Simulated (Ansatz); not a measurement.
In doubt: masses and optical values from hybrid runs of this build are listed as unsure, which bears on the screening that GW takes from such a start.

Rows from a G0W0 calculation on Cd4TeS3 (ordered model alloy, started on the CdTe lattice) (Amm2) (Ansatz 0.2.0; G0W0 on HSE06, plane waves, PAW; PAW set soft_1; 2×2×2 mesh, 265 empty bands, screening to 43 eV, PAW set soft_1 files), in eV. Spin-orbit coupling is left out.

```
row      Σx     Σc     Vxc     Z
  A   -8.12  -3.33  -11.86  0.81
  B  -19.52   2.25  -17.54  0.79
  C  -18.36   2.00  -16.59  0.79
  D   -7.80  -3.43  -11.72  0.81
  E   -7.83  -3.43  -11.75  0.81
  F  -19.42   2.25  -17.43  0.79
```

Q: Which rows are filled states and which are empty ones, and how can one tell?

Filled: B, C and F. Empty: A, D and E. The sign of Σc tells: for a filled state bare exchange, which holds its interaction with itself, lies below Vxc (Σx − Vxc is -1.8 eV or lower here) and screening gives part back as a positive Σc. For an empty state Σx lies above Vxc (+3.7 eV or more) and the Coulomb hole leaves Σc negative.

[Paths, hosts, dates, memory and timing lines, banners, echoed tables and standing remarks are left out of the program output.]

[Logs are printed without paths, hosts, clocks, repeated set-up lines and the standing remarks that a program may print on its own settings, such as how far it seeks lower states.]

[Runs of the session that timed out or met a known fault of the program may be left out.]

[Cells called generated may have been cut or substituted from an entry of the Crystallography Open Database or the Materials Project.]

[Hosts, paths, dates, database ids (printed as entryN), source tags and the programs' standing remarks are cut or masked in the printed files.]
